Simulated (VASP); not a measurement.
Here is a VASP 6.6.1 calculation.

INCAR

```
AGGAC    = 0.0          
ALGO     = Normal         # electronic algorithm
EDIFF    = 1E-6           # SCF threshold, eV
EDIFFG   = -0.02          # ionic threshold
ENCUT    = 600            # plane-wave cutoff, eV
GGA      = CX             # functional
IBRION   = 2              # ionic algorithm
ISIF     = 3              # what is computed and relaxed
ISMEAR   = -1             # smearing method
LASPH    = T              # aspherical terms in the spheres
LCHARG   = F              # write CHGCAR
LREAL    = F              # projectors in reciprocal space
LUSE_VDW = T            
LWAVE    = F              # write WAVECAR
NELM     = 100            # most SCF steps
NSW      = 40             # ionic steps
PREC     = Accurate       # precision mode
SIGMA    = 0.05           # smearing width, eV
```

Contents of KPOINTS:

```
k-points
0
Gamma
  10 10 10
```

Contents of POSCAR:

```
CdO
1.0
    0.0000000000      2.3495000000      2.3495000000
    2.3495000000      0.0000000000      2.3495000000
    2.3495000000      2.3495000000      0.0000000000
Cd O
1 1
Direct
    0.0000000000      0.0000000000      0.0000000000
    0.5000000000      0.5000000000      0.5000000000
```

Potentials or basis: VASP PAW PBE potentials, release 64 (Cd, O).

The run is started by

```console
$ cat potpaw_PBE.64/Cd/POTCAR potpaw_PBE.64/O/POTCAR > POTCAR
$ mpirun -np 1 vasp_std > vasp.out
```

**Question.** Estimate the band gap on the k mesh.

**Answer.** None (metal or under the smearing width).

**Question.** What does it give for the relaxed cell?

**Answer.** a = 3.334 Å, b = 3.334 Å, c = 3.334 Å, α = 60.00°, β = 60.00°, γ = 60.00°.

Final structure:
```yaml
crystal:
  lattice:
    - [0.00000, 2.35769, 2.35769]
    - [2.35769, 0.00000, 2.35769]
    - [2.35769, 2.35769, 0.00000]
  atoms:
    - { symbol: Cd, position: [0.00000, 0.00000, 0.00000] }
    - { symbol: O, position: [0.50000, 0.50000, 0.50000] }
```

Caveat: this crystal is a semiconductor, whose small gap the functional closes, so the metal is an error of the method. Zero-point motion and thermal expansion aren't in these numbers.
